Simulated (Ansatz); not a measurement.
**SnO: clamped-ion strain scan**

All numbers below come from Ansatz 0.2.0, DFT PBEsol, scalar-relativistic, plane waves, PAW. The runs took a 420 eV cutoff, a Γ-centred 8×6×8 mesh and Gaussian smearing (0.05 eV). No spin polarisation. Energies are free energies at this smearing, counted from the undisturbed cell; pressure is positive in compression.

The undisturbed cell (relaxed at this level; this form isn't the usual structure):

```xyz
4
Lattice="3.3156 0.0000 0.0000 0.0000 5.7050 0.0000 0.0000 0.0000 3.8942" Properties=species:S:1:pos:R:3 pbc="T T T"
Sn    0.0000    1.3338    2.0490
Sn    1.6578    4.3712    0.1019
O     0.0000    5.0509    2.8187
O     1.6578    0.6540    0.8716
```

The cell holds layers and no dispersion correction was added, so their binding is poorly described.

The cell is strained by ε times the Voigt pattern (1, 1, 0, 0, 0, 0) (xx, yy, zz, yz, xz, xy; engineering shear) with fractional coordinates fixed.

| ε | ΔE (meV/atom) | stress summed along the pattern (GPa, tension positive) | pressure (GPa) | gap on the mesh (eV) |
| --- | --- | --- | --- | --- |
| -0.1500 | 867.0 | -145.14 | 66.7 | 0.11 |
| -0.1125 | 436.7 | -88.39 | 40.2 | 0.68 |
| -0.0750 | 174.8 | -48.30 | 21.7 | 0.93 |
| -0.0375 | 39.6 | -19.99 | 8.9 | 1.12 |
| 0.0000 | 0.0 | -0.03 | 0.0 | 1.24 |
| 0.0375 | 32.6 | 13.97 | -6.1 | 1.35 |
| 0.0750 | 119.8 | 23.68 | -10.2 | 1.38 |
| 0.1125 | 248.1 | 30.24 | -12.8 | 1.35 |
| 0.1312 | 324.0 | 32.60 | -13.7 | 1.34 |
| 0.1500 | 406.7 | 34.47 | -14.4 | 1.32 |